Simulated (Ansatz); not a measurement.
# BaTiO3 (P1) in Ansatz: a series of runs

The runs below take BaTiO3 through relaxation of cell and atoms, single point, with r2SCAN+rVV10, PBE, PBE+D3(BJ), PBEsol+U.

Program: Ansatz 0.2.0. These are calculated values, not measurements. Logs are shortened: lines on timing, memory, paths and dates and some standing lists are left out, and cuts for length are marked.

## Step 1: The structure

The typed cell holds 10 atoms: a = 4.007 Å, b = 4.007 Å, c = 8.015 Å, α = 90.00°, β = 90.00°, γ = 90.00°.

## Step 2: Relaxation of cell and atoms, r2SCAN+rVV10

input.yaml reads:

```yaml
crystal:
  lattice:
    - [4.0073, 0.0, 0.0]
    - [0.0, 4.0073, 0.0]
    - [0.0, 0.0, 8.0146]
  atoms:
    - { symbol: Ba, position: [0.57741183, 0.59500232, 0.23992172] }
    - { symbol: Ba, position: [0.51332394, 0.4560751, 0.76364779] }
    - { symbol: Ti, position: [0.03541446, 0.99821346, 0.01323765] }
    - { symbol: Ti, position: [0.94998822, 0.97116865, 0.51852723] }
    - { symbol: O, position: [0.56907321, 0.92562621, 0.97977337] }
    - { symbol: O, position: [0.42932898, 0.96655177, 0.50052582] }
    - { symbol: O, position: [0.96890201, 0.59557335, 0.98414811] }
    - { symbol: O, position: [0.95413175, 0.46285961, 0.52367077] }
    - { symbol: O, position: [0.96184641, 0.01024514, 0.22399392] }
    - { symbol: O, position: [0.04057919, 0.0186844, 0.75255361] }
hamiltonian:
  xc: r2scan
  pseudopotentials: { kind: paw }
  dispersion: rvv10
kpoints:
  mp_grid: { grid: [7, 7, 4] }
scf:
  occupations: { method: fermi_dirac, width: 0.05 }
output:
  forces: true
  stress: true
  eigenvalues: true
relax:
  f_tol: 0.01
  max_steps: 40
  cell: { stress_tol: 0.05 }
```

Potentials or basis: Ansatz PAW.

Started as:

```console
> ansatz run input.yaml --threads 4 --pin off --max-ram 11264MiB --backend cpu --events-out ev --progress --plain --runs-dir out
```

The program printed:

```text
Warning: RAYON_NUM_THREADS=4 ignored (pool sized by the plan → 4); use --threads N
Engine: ansatz 0.2.0, aarch64-unknown-linux-gnu
Pseudopotentials: kind: paw
Pseudopotential: Ba, paw, valence charge 10, recommended cutoff 500 eV (meta_gga), Ba.paw.azcp
Pseudopotential: Ti, paw, valence charge 12, recommended cutoff 500 eV (meta_gga), Ti.paw.azcp
Pseudopotential: O, paw, valence charge 6, recommended cutoff 500 eV (meta_gga), O.paw.azcp
Functional definition: r2SCAN+rVV10
  parameter k0 = 0.174
  parameter k1 = 0.065
  parameter a1 = 4.9479
  exchange = r2scan_x(k0 = k0, k1 = k1, a1 = a1)
  correlation = r2scan_c + rvv10(11.95, 0.0093)
Crystal: 10 atoms, lattice volume = 128.702 Å³
Basis set: ecut = 500 eV, 3301 PW (Γ), exchange–correlation on 144×144×288 points (64 copies of the dense FFT grid, shifted against one another)
Bands: 50, of which v1, the nominal top of the filled ones, is band 40 counted from 1 (39 counted from 0)
Symmetry: 1 space group operations
Space group: P1 (ITA 1), of the structure as read, at distance tolerance 5.0e-5 Å
k-points: 99 of 196 (time reversal used)
Non-local potential: Ba, projectors of the file, l = 0: 3, l = 1: 2, l = 2: 2, l = 3: 2
Non-local potential: Ti, projectors of the file, l = 0: 3, l = 1: 2, l = 2: 3, l = 3: 1
Non-local potential: O, projectors of the file, l = 0: 2, l = 1: 2, l = 2: 1
PAW form: soft (Blöchl's): semilocal exchange-correlation on the pseudo side does not see the compensation charge
rVV10 density: all electrons in the spheres
PAW frozen core: Ba, regenerated for the run's functional (the file was generated under x = pbe(κ = 0.804, μ = 0.2195149727645171), c = pbe(β = 0.06672455060314922))
PAW frozen core: Ti, regenerated for the run's functional (the file was generated under x = pbe(κ = 0.804, μ = 0.2195149727645171), c = pbe(β = 0.06672455060314922))
PAW frozen core: O, regenerated for the run's functional (the file was generated under x = pbe(κ = 0.804, μ = 0.2195149727645171), c = pbe(β = 0.06672455060314922))
PAW one-centre angular grid: Ba, 302 points (default); XC on 160 Gauss nodes
PAW one-centre angular grid: Ti, 590 points (default); XC on 160 Gauss nodes
PAW one-centre angular grid: O, 302 points (default); XC on 160 Gauss nodes
Initial density: superposition of atomic densities (neutral atoms: chi_scale 0, normalization atom), corrected by the library's trained network
Initial wavefunctions: pseudopotential atomic-orbital guess
Functional: x = r2scan, c = r2scan + rvv10(b = 11.95, C = 0.0093); τ floored in thin density (d = 2e-4 eV/Å³)
SCF iter   1: F=—  HF=-20355.465629 eV  |F-HF|=—  |Δ(HF+E_count)|=         —  Δρ=2.24e-2  dr2=8.42e-1  dr2_τ=6.05e-1  ethr=1.77e-3  ⟨swp⟩=7.4  Hψ=22350  notcnv=0  defer=11
preconditioner: auto → Resta (q_TF=auto, 2.520 Å⁻¹)  ε∞=5.0  [insulator: Δε(μ)=2.436 eV  Ē_g=13.112 eV  σ=0.050 eV  W_gap=1.00  n_scr=38 (ndim 8)  ℏωp=26.2 eV  f_vac=0.002  D(μ)=0.00/eV (n_scr^D=0)  ε∞_Penn≈5.0]
SCF iter   2: F=—  HF=-20355.719508 eV  |F-HF|=—  |Δ(HF+E_count)|=   2.54e-1  Δρ=1.25e-2  dr2=1.40e-1  dr2_τ=4.65e-2  ethr=1.05e-3  ⟨swp⟩=3.1  Hψ=10869  notcnv=0  defer=283
SCF iter   3: F=—  HF=-20355.701183 eV  |F-HF|=—  |Δ(HF+E_count)|=   1.83e-2  Δρ=4.00e-3  dr2=1.65e-2  dr2_τ=1.29e-3  ethr=1.75e-4  ⟨swp⟩=2.0  Hψ=7192  notcnv=0  defer=283
SCF iter   4: F=—  HF=-20355.699357 eV  |F-HF|=—  |Δ(HF+E_count)|=   1.83e-3  Δρ=2.31e-3  dr2=6.66e-3  dr2_τ=8.69e-4  ethr=2.06e-5  ⟨swp⟩=2.0  Hψ=7700  notcnv=0  defer=283
SCF iter   5: F=—  HF=-20355.698450 eV  |F-HF|=—  |Δ(HF+E_count)|=   9.08e-4  Δρ=7.05e-4  dr2=5.85e-4  dr2_τ=7.35e-5  ethr=8.32e-6  ⟨swp⟩=2.0  Hψ=7151  notcnv=0  defer=283
SCF iter   6: F=—  HF=-20355.698410 eV  |F-HF|=—  |Δ(HF+E_count)|=   3.98e-5  Δρ=2.15e-4  dr2=5.49e-5  dr2_τ=6.45e-6  ethr=7.31e-7  ⟨swp⟩=2.0  Hψ=6592  notcnv=0  defer=283
SCF iter   7: F=—  HF=-20355.698413 eV  |F-HF|=—  |Δ(HF+E_count)|=   2.88e-6  Δρ=1.03e-4  dr2=1.16e-5  dr2_τ=1.59e-6  ethr=6.86e-8  ⟨swp⟩=2.0  Hψ=7757  notcnv=0  defer=283
SCF iter   8: F=—  HF=-20355.698412 eV  |F-HF|=—  |Δ(HF+E_count)|=   4.53e-7  Δρ=2.59e-5  dr2=8.19e-7  dr2_τ=9.11e-8  ethr=1.45e-8  ⟨swp⟩=2.0  Hψ=7426  notcnv=0  defer=283
SCF iter   9: F=—  HF=-20355.698412 eV  |F-HF|=—  |Δ(HF+E_count)|=   1.50e-7  Δρ=1.13e-5  dr2=1.60e-7  dr2_τ=2.07e-8  ethr=1.02e-9  ⟨swp⟩=2.0  Hψ=6565  notcnv=0  defer=283
SCF iter  10: F=-20355.698412 eV  HF=-20355.698412 eV  |F-HF|=1.06e-8  |Δ(HF+E_count)|=   4.23e-9  Δρ=4.22e-6  dr2=2.18e-8  dr2_τ=3.46e-9  ethr=1.25e-10  ⟨swp⟩=11.2  Hψ=21652  notcnv=0
SCF 1 converged in 10 iterations: F = -20355.698412 eV  dr2 = 2.18e-8
[... 115 lines left out ...]
SCF iter   5: F=-20360.510976 eV  HF=-20360.510976 eV  |F-HF|=2.55e-11  |Δ(HF+E_count)|=  1.71e-10  Δρ=2.56e-7  dr2=3.91e-11  dr2_τ=8.94e-12  ethr=1.00e-12  ⟨swp⟩=5.1  Hψ=18834  notcnv=0
SCF 9 converged in 5 iterations: F = -20360.510976 eV  dr2 = 3.91e-11
relax step   9: F+E_penalty+E_count = -20360.51097597 eV  Δ(F+E_penalty+E_count) = +1.967e-4 eV  max|allowed force component| = 4.938e-4 eV/Å  Δτ_max = 0.0000 Å  P = -0.021 GPa  Ω = 128.240 Å³  stress off target by 2.28e-2 GPa  SCF on the basis re-selected at this cell (its energy is not comparable with the rows above)  (5 SCF iters)
basis re-selected at this cell: Δ(F+E_penalty+E_count) = +1.967e-4 eV, ΔP = -0.018 GPa vs the last step (what re-selecting the basis moved, of the pressure what is left beyond the Pulay correction that the steps carried, after the strain that the cell walked since its last selection, with what the two solves' SCF thresholds leave and, on support functions, any second-order correction that the steps lacked; it is no measure of the basis error at this ecutwfc). This SCF's stress stands 2.28e-2 GPa from its target on what of the cell is left free (relax.cell.stress_tol is 5.00e-2 GPa) and its largest allowed force component is 4.94e-4 eV/Å (relax.f_tol is 1.00e-2 eV/Å): within both
SCF converged after 5 iterations
Free energy (F): -20360.510976 eV
Harris-Foulkes:  -20360.510976 eV  (|F-HF|=2.55e-11)
Internal energy: -20360.510976 eV  (E = F + TS)
E sigma→0 (E₀):  -20360.510976 eV
Fermi energy:    11.275553 eV
--- Per-component energies (eV) ---
  E_band       = -347.085938
  E_kinetic    = 1948.856791
  E_local      = -4220.114929  (includes V_loc(G=0)·N_el)
  E_nonlocal   = 399.142999
  E_hartree    = 1650.765892
  E_xc         = -943.780642
  E_vxc        = -1207.710066  (∫ρ·V_xc dr)
  E_paw        = -13570.294040  (= ΣΔE_a)
  E_vpaw       = -642.346686  (= ΣTr[D̂ρ^β])
  E_aug_tail   = 0.004625  (compensation charges beyond the density's cutoff)
  E_vtau       = 73.549600  (kinetic-family band-sum trace: ∫τ·v_τ [+ j·A + Jᵃ·Aᵃ] dr)
  E_ewald      = -5624.533944
  E_core_change = -0.557728  (= ΣΔE_core)
  E_smearing   = -0.000000  (= −TS)
  E_closure    = -0.000000  (closes the sum)
  Σ components = -20360.510976   (vs F -20360.510976, Δ=0.00e0)
--- Forces (eV/Å), atoms counted from 1 ---
  atom   1  Ba     0.00005194     0.00002410    -0.00021955
  atom   2  Ba    -0.00000567     0.00000203     0.00016189
  atom   3  Ti    -0.00012613    -0.00009532     0.00048859
  atom   4  Ti     0.00013415     0.00033827    -0.00004812
  atom   5  O     -0.00014113     0.00009473    -0.00012296
  atom   6  O      0.00015349    -0.00015248    -0.00000897
  atom   7  O      0.00005304    -0.00020048    -0.00008429
  atom   8  O     -0.00008901     0.00003983     0.00001060
  atom   9  O      0.00007312     0.00006169    -0.00030467
  atom  10  O     -0.00010323    -0.00011329     0.00007528
  max |Σ_I F_I| component: 5.22e-5 eV/Å
--- Stress (GPa, compression-positive) ---
       -0.022630       0.000237       0.000000
        0.000237      -0.022418      -0.000009
        0.000000      -0.000009      -0.019116
  P = ⅓ Tr σ = -0.0214 GPa (-0.214 kbar)
--- Band table (eV; the first three rows and the last of 99) ---
  k-point 0: bands = ["-48.6032", "-48.6024", "-23.8756", "-23.8244", "-23.7721", "-23.7714", "-23.7702", "-23.7696", "-15.3350", "-15.2094", "-8.0632", "-7.8377", "-7.2415", "-7.1891", "-7.1614", "-6.9684", "-0.1410", "-0.1111", "-0.1110", "0.0484", "0.0518", "0.2990", "5.9469", "7.2241", "7.2285", "7.6478", "7.6891", "7.6897", "8.0315", "8.0334", "8.0645", "8.0771", "8.6239", "8.6649", "8.7973", "9.1770", "9.2626", "9.5803", "9.6098", "9.6197", "12.5263", "12.5800", "12.6940", "12.7414", "14.1049", "14.1128", "14.6640", "14.6763", "14.7083", "15.5175"]
  k-point 1: bands = ["-48.6031", "-48.6025", "-23.8682", "-23.8320", "-23.7718", "-23.7712", "-23.7705", "-23.7699", "-15.3171", "-15.2283", "-8.0144", "-7.8457", "-7.2316", "-7.1851", "-7.1655", "-7.0294", "-0.0888", "-0.0886", "-0.0781", "0.0240", "0.0289", "0.2352", "6.1817", "7.3011", "7.3140", "7.3950", "7.6429", "7.6432", "8.0721", "8.1056", "8.1063", "8.2401", "8.5025", "8.5488", "8.6881", "9.2293", "9.3054", "9.3093", "9.5166", "9.5641", "12.5439", "12.6169", "12.9169", "12.9204", "13.9098", "13.9146", "14.6677", "14.6754", "15.0881", "15.7932"]
  k-point 2: bands = ["-48.6029", "-48.6028", "-23.8502", "-23.8500", "-23.7712", "-23.7711", "-23.7706", "-23.7705", "-15.2732", "-15.2731", "-7.9106", "-7.9105", "-7.1754", "-7.1753", "-7.1552", "-7.1551", "-0.0350", "-0.0350", "-0.0333", "-0.0332", "0.0829", "0.0830", "6.7677", "6.7678", "7.5001", "7.5002", "7.5006", "7.5007", "8.1691", "8.1692", "8.2433", "8.2434", "8.4822", "8.4824", "8.7270", "8.7270", "9.3692", "9.3695", "9.4320", "9.4322", "12.5856", "12.5861", "13.4232", "13.4233", "13.4313", "13.4314", "14.6723", "14.6727", "15.8356", "15.8357"]
  k-point 98: bands = ["-48.6020", "-48.6014", "-23.8643", "-23.8296", "-23.8285", "-23.8263", "-23.7805", "-23.7792", "-15.1755", "-15.1222", "-7.9040", "-7.5365", "-7.1661", "-7.1541", "-7.0437", "-6.9536", "-0.2827", "-0.2574", "-0.1104", "0.0252", "0.0976", "0.1957", "5.8353", "5.9727", "6.2743", "6.4341", "6.9510", "7.1912", "7.2311", "7.3064", "7.4853", "7.6272", "7.9539", "8.3245", "8.8104", "8.9676", "9.0250", "9.0697", "9.2050", "9.7048", "13.1504", "13.9794", "14.0585", "14.0765", "14.1547", "14.3966", "15.3338", "16.0519", "16.8196", "17.8341"]
--- Relaxed structure (8 steps of the walk, 8 accepted, 1 SCFs on fresh bases) ---
  F+E_penalty+E_count = -20360.51097597 eV   max|allowed force component| = 4.938e-4 eV/Å   (the final SCF, on the basis selected at the relaxed cell)
  cell:  # Å, volume = 128.2398 Å³
    - [3.9825302912147267, 0.0022675174732881866, 1.1995933463171264e-7]
    - [0.0022675174732881866, 3.982328613389196, -6.012336149963825e-6]
    - [2.3991866926342527e-7, -1.202467229992765e-5, 8.085870828148137]
  atoms:
    - { symbol: Ba, position: [0.4982642856621779, 0.49826882189718497, 0.2542822921648549] }
    - { symbol: Ba, position: [0.501735102240146, 0.5017210319833995, 0.7542762181830581] }
    - { symbol: Ti, position: [-0.012015235177615005, 0.9880232954488843, 0.011988909598569917] }
    - { symbol: Ti, position: [1.012017499859253, 1.011947517933158, 0.5119898902142541] }
    - { symbol: O, position: [0.5091547690266719, 1.005267695898485, 0.9964258063591109] }
    - { symbol: O, position: [0.4908433037306152, 0.9947438219267842, 0.4964261880077736] }
    - { symbol: O, position: [1.0052922853132575, 0.5091193797418311, 0.9964204446208598] }
    - { symbol: O, position: [0.9947081558370982, 0.49090111667299585, 0.49642155465688315] }
    - { symbol: O, position: [0.9997501598407422, -0.00024491129978623474, 0.24088577863926355] }
    - { symbol: O, position: [0.00024967366765214825, 0.0002522397970631827, 0.7408829075553717] }
```

Run time: 6.9 min. Hardware: 4 threads of Arm Neoverse V2, shared host; peak memory 1.1 GiB.

What came out:

```
Free energy                            : -20360.5110 eV
Relaxed volume                         : 12.82 Å³/atom
Relaxed cell                           : a = 3.983 Å, b = 3.982 Å, c = 8.086 Å, α = 90.00°, β = 90.00°, γ = 89.93°
Space group after relaxing (to 0.05 Å) : Cmc2_1 (No. 36)
Energy gained by relaxing              : 481.3 meV/atom
Ionic steps                            : 9
Pressure after relaxing                : 0.0 GPa
Band gap on the k mesh                 : 2.61 eV, indirect (least direct gap 2.91 eV)
```

Step by step:
```
step  energy change (eV)  largest force (eV/Å)  volume (Å³)
   1              0.0000                8.0196       128.70
   2             -3.3334                3.8496       132.00
   3             -4.5848                1.2774       128.56
   4             -4.8078                0.0725       127.19
   5             -4.8078                0.1851       128.60
   6             -4.8082                0.0879       129.10
   7             -4.8127                0.0070       128.25
   8             -4.8128                0.0006       128.24
   9             -4.8126                0.0005       128.24
```

Final structure:
```
CELL_PARAMETERS angstrom
3.98253 0.00227 0.00000
0.00227 3.98233 -0.00001
0.00000 -0.00001 8.08587
ATOMIC_POSITIONS crystal
Ba 0.49826 0.49827 0.25428
Ba 0.50174 0.50172 0.75428
Ti 0.98798 0.98802 0.01199
Ti 0.01202 0.01195 0.51199
O 0.50915 0.00527 0.99643
O 0.49084 0.99474 0.49643
O 0.00529 0.50912 0.99642
O 0.99471 0.49090 0.49642
O 0.99975 0.99976 0.24089
O 0.00025 0.00025 0.74088
```

Caveat: odd divisions of the mesh miss points on the zone boundary, where band edges often lie, so the gap on the mesh can be too wide; the plane-wave basis is chosen anew once the cell has moved, so the energies of steps on either side of that aren't comparable; spin-orbit coupling is left out, which moves the levels of the heavy elements; the PAW data sets come from PBE, with cores solved anew for the run's functional, which leaves a small shift of forces and pressure. A k mesh can miss the band edges.

## Step 3: Single point, PBE

Changes to input.yaml since step 2:

```diff
@@ -17,5 +17,4 @@
 hamiltonian:
-  xc: r2scan
+  xc: pbe
   pseudopotentials: { kind: paw }
-  dispersion: rvv10
 kpoints:
@@ -24,2 +23,4 @@
   occupations: { method: fermi_dirac, width: 0.05 }
+basis:
+  ecutwfc: "350 eV"
 output:
@@ -28,5 +29 @@
   eigenvalues: true
-relax:
-  f_tol: 0.01
-  max_steps: 40
-  cell: { stress_tol: 0.05 }
```

Potentials or basis: Ansatz PAW.

Started as:

```console
> ansatz run input.yaml --threads 4 --pin off --max-ram 11264MiB --backend cpu --events-out ev --progress --plain --runs-dir out
```

Wall time 11 s (4 threads of Arm Neoverse V2, shared host); peak memory 0.59 GiB.

It converged, with:

| Property | Result |
| --- | --- |
| Free energy | -20314.0866 eV |
| Pressure | 18.3 GPa |
| Largest force | 7.884 eV/Å |
| Band gap on the k mesh | 1.50 eV, direct |

Forces in eV/Å, atoms in the order of the input:
```
Ba  -2.773 -3.307  0.866
Ba  -0.689  0.571 -0.708
Ti   1.314  2.636 -4.324
Ti   2.062  0.927  2.395
O   -4.400  3.972  0.324
O    1.546 -0.029 -0.594
O    2.944 -7.292  0.561
O   -0.378  0.988 -1.379
O    1.609  1.842  4.488
O   -1.235 -0.307 -1.629
```

Stress tensor (GPa, compression positive):
```
14.52  1.30 -3.43
 1.30 20.11 -0.98
-3.43 -0.98 20.11
```

Levels at points of the mesh, in eV from the valence-band top:
```csv
k point,band 38,band 39,band 40,band 41,band 42,band 43
"(0.00, 0.00, 0.00)",-0.92,-0.64,0.00,1.50,1.77,1.84
"(0.00, 0.00, -0.50)",-1.03,-0.80,-0.01,1.50,1.94,2.08
```

Caveat: odd divisions of the mesh miss points on the zone boundary, where band edges often lie, so the gap on the mesh can be too wide; so large a pressure means that the cell lies far from this level's equilibrium, or that cutoff or potentials fall short; the pressure holds a Pulay correction of +5.9 GPa for the finite cutoff; spin-orbit coupling is left out, which moves the levels of the heavy elements; forces of over 1 eV/Å show positions far from the minimum, so gaps and moduli don't describe the material at rest; the cutoff lies under the one recommended for these potentials. PBE gaps usually lie below the measured ones, often by a third to a half.

## Step 4: Relaxation of cell and atoms, PBE+D3(BJ)

Changes to input.yaml since step 3:

```diff
@@ -19,2 +19,3 @@
   pseudopotentials: { kind: paw }
+  dispersion: d3bj
 kpoints:
@@ -23,4 +24,2 @@
   occupations: { method: fermi_dirac, width: 0.05 }
-basis:
-  ecutwfc: "350 eV"
 output:
@@ -29 +28,5 @@
   eigenvalues: true
+relax:
+  f_tol: 0.01
+  max_steps: 40
+  cell: { stress_tol: 0.05 }
```

Started as:

```console
> ansatz run input.yaml --threads 4 --pin off --max-ram 11264MiB --backend cpu --events-out ev --progress --plain --runs-dir out
```

It took 3.7 min on 4 threads of Arm Neoverse V1, shared host; peak memory 0.8 GiB.

Results (log left out):

```
Free energy                            : -20321.8325 eV
Relaxed volume                         : 12.95 Å³/atom
Relaxed cell                           : a = 3.992 Å, b = 3.992 Å, c = 8.129 Å, α = 90.00°, β = 90.00°, γ = 89.92°
Space group after relaxing (to 0.05 Å) : Cmc2_1 (No. 36)
Energy gained by relaxing              : 455.9 meV/atom
Ionic steps                            : 10
Pressure after relaxing                : 0.0 GPa
Band gap on the k mesh                 : 2.29 eV, indirect (least direct gap 2.63 eV)
```

The path:
```
step  energy change (eV)  largest force (eV/Å)  volume (Å³)
   1              0.0000                7.8756       128.70
   2             -3.1752                3.7712       132.61
   3             -4.3446                1.1802       129.35
   4             -4.5533                0.0681       128.62
   5             -4.5502                0.0876       130.21
   6             -4.5555                0.0042       129.49
   7             -4.5555                0.0007       129.47
   8             -4.5590                0.0008       129.47
   9             -4.5589                0.0008       129.53
  10             -4.5591                0.0008       129.53
```

Final structure:
```yaml
crystal:
  lattice:
    - [3.99179, 0.00276, -0.00001]
    - [0.00276, 3.99199, 0.00000]
    - [-0.00001, -0.00001, 8.12856]
  atoms:
    - { symbol: Ba, position: [0.49775, 0.49774, 0.25514] }
    - { symbol: Ba, position: [0.50224, 0.50226, 0.75514] }
    - { symbol: Ti, position: [0.98688, 0.98682, 0.01296] }
    - { symbol: Ti, position: [0.01310, 0.01317, 0.51296] }
    - { symbol: O, position: [0.50970, 0.00628, 0.99579] }
    - { symbol: O, position: [0.49031, 0.99373, 0.49579] }
    - { symbol: O, position: [0.00625, 0.50975, 0.99580] }
    - { symbol: O, position: [0.99376, 0.49026, 0.49580] }
    - { symbol: O, position: [0.99973, 0.99973, 0.24031] }
    - { symbol: O, position: [0.00028, 0.00028, 0.74031] }
```

Levels at points of the mesh, in eV from the valence-band top:
| k point | band 37 | band 38 | band 39 | band 40 | band 41 | band 42 | band 43 | band 44 |
| --- | --- | --- | --- | --- | --- | --- | --- | --- |
| (0.00, 0.00, 0.00) | -0.63 | -0.39 | -0.35 | -0.34 | 2.29 | 2.33 | 2.47 | 2.53 |
| (0.00, 0.00, -0.50) | -0.58 | -0.58 | -0.49 | -0.49 | 2.35 | 2.35 | 3.17 | 3.17 |

Caveat: odd divisions of the mesh miss points on the zone boundary, where band edges often lie, so the gap on the mesh can be too wide; the plane-wave basis is chosen anew once the cell has moved, so the energies of steps on either side of that aren't comparable; the pressure holds a Pulay correction of +0.5 GPa for the finite cutoff; spin-orbit coupling is left out, which moves the levels of the heavy elements. Zero-point motion and thermal expansion aren't in these numbers.

[end of part 1 of 2]
